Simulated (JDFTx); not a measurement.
# GaN (Fm-3m) in JDFTx: equation of state, part 2 of 2

JDFTx 1.7.0 (patched build). Earlier steps stand in the parts before.

## 4. Equation of state, PBEsol, 9.54 Å³/atom (volume scaled by 0.98)

The input, GaN.in:

```
lattice \
    0.0000000000     4.0079279461     4.0079279461 \
    4.0079279461     0.0000000000     4.0079279461 \
    4.0079279461     4.0079279461     0.0000000000
coords-type Lattice
ion Ga     0.0000000000     0.0000000000     0.0000000000 1
ion N      0.5000000000     0.5000000000     0.5000000000 1

ion-species pseudo/Ga.upf
ion-species pseudo/N.upf
elec-cutoff 42 336
elec-ex-corr gga-PBEsol
kpoint-folding 11 11 11
elec-smearing Fermi 0.0018374661
elec-n-bands 15
electronic-SCF nIterations 100 energyDiffThreshold 1e-09
electronic-minimize nIterations 30 energyDiffThreshold 1e-7
forces-output-coords Cartesian

dump-name run.$VAR
dump End Ecomponents EigStats BandEigs Kpoints Forces Stress ElecDensity Dtot KEdensity
```

Potentials or basis: PseudoDojo-SR-PBEsol-0.4.1-standard with smoothed tails.

On the command line:

```console
> jdftx -c 1 -i GaN.in -o GaN.out
```

Log:

```text
*************** JDFTx 1.7.0 (patched build) ***************

Input parsed successfully to the following command list (including defaults):
[... the input with its defaults ...]

---------- Setting up symmetries ----------

Found 48 point-group symmetries of the bravais lattice
Found 48 space-group symmetries with basis
Applied RMS atom displacement 0 bohrs to make symmetries exact.

---------- Initializing the Grid ----------
R =
[            0      4.00793      4.00793  ]
[      4.00793            0      4.00793  ]
[      4.00793      4.00793            0  ]
unit cell volume = 128.763
G =
[  -0.783845   0.783845   0.783845  ]
[   0.783845  -0.783845   0.783845  ]
[   0.783845   0.783845  -0.783845  ]
Minimum fftbox size, Smin = [  48  48  48  ]
Chosen fftbox size, S = [  48  48  48  ]

---------- Initializing tighter grid for wavefunction operations ----------
R =
[            0      4.00793      4.00793  ]
[      4.00793            0      4.00793  ]
[      4.00793      4.00793            0  ]
unit cell volume = 128.763
G =
[  -0.783845   0.783845   0.783845  ]
[   0.783845  -0.783845   0.783845  ]
[   0.783845   0.783845  -0.783845  ]
Minimum fftbox size, Smin = [  36  36  36  ]
Chosen fftbox size, S = [  36  36  36  ]

---------- Exchange Correlation functional ----------
Initalized PBEsol GGA exchange.
Initalized PBEsol GGA correlation.

---------- Setting up pseudopotentials ----------
Width of ionic core gaussian charges (only for fluid interactions / plotting) set to 0

Reading pseudopotential file 'pseudo/Ga.upf':
  'Ga' pseudopotential, 'PBESOL' functional
  Generated using ONCVPSP code by D. R. Hamann
  13 valence electrons, 3 orbitals, 6 projectors, 1001 radial grid points, with lMax = 2
    3D    l: 2   occupation: 10.0   eigenvalue: -0.704192
    4S    l: 0   occupation:  2.0   eigenvalue: -0.329374
    4P    l: 1   occupation:  1.0   eigenvalue: -0.094479
  Core radius for overlap checks: 1.84 bohrs.

Reading pseudopotential file 'pseudo/N.upf':
  'N' pseudopotential, 'PBESOL' functional
  Generated using ONCVPSP code by D. R. Hamann
  5 valence electrons, 2 orbitals, 4 projectors, 1001 radial grid points, with lMax = 1
    2S    l: 0   occupation:  2.0   eigenvalue: -0.678237
    2P    l: 1   occupation:  3.0   eigenvalue: -0.258576
  Core radius for overlap checks: 1.31 bohrs.

Initialized 2 species with 2 total atoms.

Folded 1 k-points by 11x11x11 to 1331 k-points.

---------- Setting up k-points, bands, fillings ----------
Reduced to 56 k-points under symmetry.
Computing the number of bands and number of electrons
Calculating initial fillings.
nElectrons:  18.000000   nBands: 15   nStates: 56

----- Setting up reduced wavefunction bases (one per k-point) -----
average nbasis = 1674.162 , ideal nbasis = 1674.008

---------- Setting up ewald sum ----------
Optimum gaussian width for ewald sums = 1.820332 bohr.
Real space sum over 1331 unit cells with max indices [  5  5  5  ]
Reciprocal space sum over 2197 terms with max indices [  6  6  6  ]

---------- Allocating electronic variables ----------
Initializing wave functions:  linear combination of atomic orbitals
Note: number of bands (15) exceeds available atomic orbitals (13)
Ga pseudo-atom occupations:   s ( 2 )  p ( 1 )  d ( 10 )
N pseudo-atom occupations:   s ( 2 )  p ( 3 )
	FillingsUpdate:  mu: +0.679098890  nElectrons: 18.000000
LCAOMinimize: Iter:   0  F: -76.9525632818755412  |grad|_K:  6.875e-03  alpha:  1.000e+00
	FillingsUpdate:  mu: +0.565128129  nElectrons: 18.000000
LCAOMinimize: Iter:   1  F: -77.0707203806265397  |grad|_K:  7.622e-04  alpha:  3.450e-01  linmin: -4.557e-01  cgtest:  9.431e-01
LCAOMinimize: Encountered beta<0, resetting CG.
[... 7 lines of inner loops ...]
LCAOMinimize: Iter:   5  F: -77.0721204823152277  |grad|_K:  1.918e-07  alpha:  9.219e-01  linmin: -3.201e-03  cgtest: -3.883e-02
	FillingsUpdate:  mu: +0.547990269  nElectrons: 18.000000
LCAOMinimize: Iter:   6  F: -77.0721204824467776  |grad|_K:  9.344e-08  alpha:  5.663e-01  linmin:  1.169e-04  cgtest: -3.784e-03
LCAOMinimize: Converged (|Delta F|<1.000000e-06 for 2 iters).

-------- Electronic minimization -----------
Will mix electronic density at each iteration.
	FillingsUpdate:  mu: +0.547990269  nElectrons: 18.000000
	FillingsUpdate:  mu: +0.535099761  nElectrons: 18.000000
SCF: Cycle:  0   F: -77.111713131929235   dF: -3.959e-02   |Residual|: 6.511e-02   |deigs|: 4.776e-01
	FillingsUpdate:  mu: +0.527344949  nElectrons: 18.000000
SCF: Cycle:  1   F: -77.115195721969556   dF: -3.483e-03   |Residual|: 1.318e-02   |deigs|: 1.649e-02
	FillingsUpdate:  mu: +0.527743762  nElectrons: 18.000000
SCF: Cycle:  2   F: -77.115261088814094   dF: -6.537e-05   |Residual|: 6.996e-03   |deigs|: 3.576e-03
	FillingsUpdate:  mu: +0.527708985  nElectrons: 18.000000
SCF: Cycle:  3   F: -77.115265116818989   dF: -4.028e-06   |Residual|: 9.997e-04   |deigs|: 1.286e-03
	FillingsUpdate:  mu: +0.527726721  nElectrons: 18.000000
SCF: Cycle:  4   F: -77.115265690175690   dF: -5.734e-07   |Residual|: 2.763e-04   |deigs|: 5.420e-04
	FillingsUpdate:  mu: +0.527759047  nElectrons: 18.000000
SCF: Cycle:  5   F: -77.115265795752563   dF: -1.056e-07   |Residual|: 9.629e-05   |deigs|: 4.138e-04
	FillingsUpdate:  mu: +0.527764234  nElectrons: 18.000000
SCF: Cycle:  6   F: -77.115265814177178   dF: -1.842e-08   |Residual|: 3.953e-05   |deigs|: 3.644e-04
	FillingsUpdate:  mu: +0.527767645  nElectrons: 18.000000
SCF: Cycle:  7   F: -77.115265819262362   dF: -5.085e-09   |Residual|: 5.905e-06   |deigs|: 1.233e-03
	FillingsUpdate:  mu: +0.527767381  nElectrons: 18.000000
SCF: Cycle:  8   F: -77.115265820704806   dF: -1.442e-09   |Residual|: 2.146e-06   |deigs|: 5.713e-04
	FillingsUpdate:  mu: +0.527767155  nElectrons: 18.000000
SCF: Cycle:  9   F: -77.115265821074075   dF: -3.693e-10   |Residual|: 1.089e-06   |deigs|: 8.208e-04
	FillingsUpdate:  mu: +0.527767271  nElectrons: 18.000000
SCF: Cycle: 10   F: -77.115265821207558   dF: -1.335e-10   |Residual|: 2.979e-07   |deigs|: 6.132e-04
SCF: Converged (|Delta E|<1.000000e-09 for 2 iters).

Setting wave functions to eigenvectors of Hamiltonian

# Stress tensor in Cartesian coordinates [Eh/a0^3]:
[  0.000106858            0            0  ]
[            0  0.000106858            0  ]
[            0            0  0.000106858  ]

# Ionic positions in lattice coordinates:
ion Ga   0.000000000000000   0.000000000000000   0.000000000000000 1
ion N   0.500000000000000   0.500000000000000   0.500000000000000 1

# Forces in Cartesian coordinates:
force Ga   0.000000000000000   0.000000000000000  -0.000000000000000 1
force N  -0.000000000000000  -0.000000000000000   0.000000000000000 1

# Energy components:
   Eewald =      -64.3180548200485447
       EH =       17.7519184387318525
     Eloc =      -47.0744352056154156
      Enl =      -39.4683534317544584
      Exc =      -23.8220215563327002
 Exc_core =        9.5836319404738344
       KE =       70.2320499637082492
-------------------------------------
     Etot =      -77.1152646708372060
       TS =        0.0000011503703475
-------------------------------------
        F =      -77.1152658212075579

IonicMinimize: Iter:   0  F: -77.115265821207558  |grad|_K:       -nan
IonicMinimize: None of the convergence criteria satisfied after 0 iterations.

#--- Lowdin population analysis ---
# oxidation-state Ga +0.828
# oxidation-state N -0.791

Dumping 'run.eigStats' ...
	eMin: -0.116636 at state 0 ( [ +0.000000 +0.000000 +0.000000 ] spin 0 )
	HOMO: +0.515265 at state 23 ( [ +0.000000 +0.181818 -0.181818 ] spin 0 )
	mu  : +0.527767
	LUMO: +0.537651 at state 34 ( [ +0.000000 +0.454545 +0.454545 ] spin 0 )
	eMax: +1.515732 at state 31 ( [ +0.000000 +0.363636 +0.454545 ] spin 0 )
	HOMO-LUMO gap: +0.022385
	Optical gap  : +0.096164 at state 0 ( [ +0.000000 +0.000000 +0.000000 ] spin 0 )
Done!
```

Run time: 54 s. Hardware: 1 thread of Intel Xeon 6975P-C (Granite Rapids), shared host; peak memory 0.1 GiB.

Results:

```yaml
Free_energy: -2098.4133 eV
Pressure: -3.1 GPa
Band_gap_on_the_k_mesh: 0.61 eV, indirect (least direct gap 2.62 eV)
Loewdin_charges: Ga +0.83; N -0.79 e
```

Caveat: an odd mesh through Γ misses points on the zone boundary, where band edges often lie.

## 5. Equation of state, PBEsol, 9.74 Å³/atom

Edit GaN.in of step 4 so:

```diff
@@ -1,5 +1,5 @@
 lattice \
-    0.0000000000     4.0079279461     4.0079279461 \
-    4.0079279461     0.0000000000     4.0079279461 \
-    4.0079279461     4.0079279461     0.0000000000
+    0.0000000000     4.0350093617     4.0350093617 \
+    4.0350093617     0.0000000000     4.0350093617 \
+    4.0350093617     4.0350093617     0.0000000000
 coords-type Lattice
```

On the command line:

```console
> jdftx -c 1 -i GaN.in -o GaN.out
```

Run time: 38 s. Hardware: 1 thread of Intel Xeon 6975P-C (Granite Rapids), shared host; peak memory 0.1 GiB.

Results (log left out):

```
Free energy            : -2098.4005 eV
Pressure               : -7.3 GPa
Band gap on the k mesh : 0.49 eV, indirect (least direct gap 2.37 eV)
Loewdin charges        : Ga +0.82; N -0.78 e
```

Caveat: an odd mesh through Γ misses points on the zone boundary, where band edges often lie.

## 6. Equation of state, PBEsol, 9.93 Å³/atom (volume scaled by 1.02)

Edit GaN.in of step 5 so:

```diff
@@ -1,5 +1,5 @@
 lattice \
-    0.0000000000     4.0350093617     4.0350093617 \
-    4.0350093617     0.0000000000     4.0350093617 \
-    4.0350093617     4.0350093617     0.0000000000
+    0.0000000000     4.0617320567     4.0617320567 \
+    4.0617320567     0.0000000000     4.0617320567 \
+    4.0617320567     4.0617320567     0.0000000000
 coords-type Lattice
```

Potentials or basis: PseudoDojo-SR-PBEsol-0.4.1-standard with smoothed tails.

On the command line:

```console
> jdftx -c 1 -i GaN.in -o GaN.out
```

Run time: 52 s. Hardware: 1 thread of Intel Xeon 6975P-C (Granite Rapids), shared host; peak memory 0.1 GiB.

The run converged. Its results:

```yaml
Free_energy: -2098.3782 eV
Pressure: -11.0 GPa
Band_gap_on_the_k_mesh: 0.37 eV, indirect (least direct gap 2.13 eV)
Loewdin_charges: Ga +0.81; N -0.78 e
```

Caveat: an odd mesh through Γ misses points on the zone boundary, where band edges often lie.

## 7. Equation of state, PBEsol, 10.12 Å³/atom (volume scaled by 1.04)

Edit GaN.in of step 6 so:

```diff
@@ -1,5 +1,5 @@
 lattice \
-    0.0000000000     4.0617320567     4.0617320567 \
-    4.0617320567     0.0000000000     4.0617320567 \
-    4.0617320567     4.0617320567     0.0000000000
+    0.0000000000     4.0881076793     4.0881076793 \
+    4.0881076793     0.0000000000     4.0881076793 \
+    4.0881076793     4.0881076793     0.0000000000
 coords-type Lattice
```

On the command line:

```console
> jdftx -c 1 -i GaN.in -o GaN.out
```

Run time: 49 s. Hardware: 1 thread of Intel Xeon 6975P-C (Granite Rapids), shared host; peak memory 0.11 GiB.

The run converged. Its results:

```yaml
Free_energy: -2098.3473 eV
Pressure: -14.3 GPa
Band_gap_on_the_k_mesh: 0.25 eV, indirect (least direct gap 1.91 eV)
Loewdin_charges: Ga +0.80; N -0.77 e
```

Caveat: an odd mesh through Γ misses points on the zone boundary, where band edges often lie.

## 8. Equation of state, PBEsol, 10.32 Å³/atom (volume scaled by 1.06)

Edit GaN.in of step 7 so:

```diff
@@ -1,5 +1,5 @@
 lattice \
-    0.0000000000     4.0881076793     4.0881076793 \
-    4.0881076793     0.0000000000     4.0881076793 \
-    4.0881076793     4.0881076793     0.0000000000
+    0.0000000000     4.1141472838     4.1141472838 \
+    4.1141472838     0.0000000000     4.1141472838 \
+    4.1141472838     4.1141472838     0.0000000000
 coords-type Lattice
```

On the command line:

```console
> jdftx -c 1 -i GaN.in -o GaN.out
```

Wall time 46 s (1 thread of Intel Xeon 6975P-C (Granite Rapids), shared host); peak memory 0.11 GiB.

It converged, with:

```
Free energy            : -2098.3091 eV
Pressure               : -17.1 GPa
Band gap on the k mesh : 0.15 eV, indirect (least direct gap 1.69 eV)
Loewdin charges        : Ga +0.80; N -0.76 e
```

Caveat: an odd mesh through Γ misses points on the zone boundary, where band edges often lie.

## 9. Equation of state, PBEsol

Potentials or basis: PseudoDojo-SR-PBEsol-0.4.1-standard with smoothed tails.

This step only gathers the single runs of the series.

Results:

| Item | Value |
| --- | --- |
| Equilibrium volume | 9.41 Å³/atom |
| Bulk modulus | 232 GPa |
| Pressure derivative of the bulk modulus | 4.8 |

Energy against volume, from the lowest point:
```tsv
volume (Å³/atom)	energy (meV/atom)
9.151	5.04
9.346	0.00
9.540	1.00
9.735	7.39
9.930	18.57
10.124	33.98
10.319	53.10
```
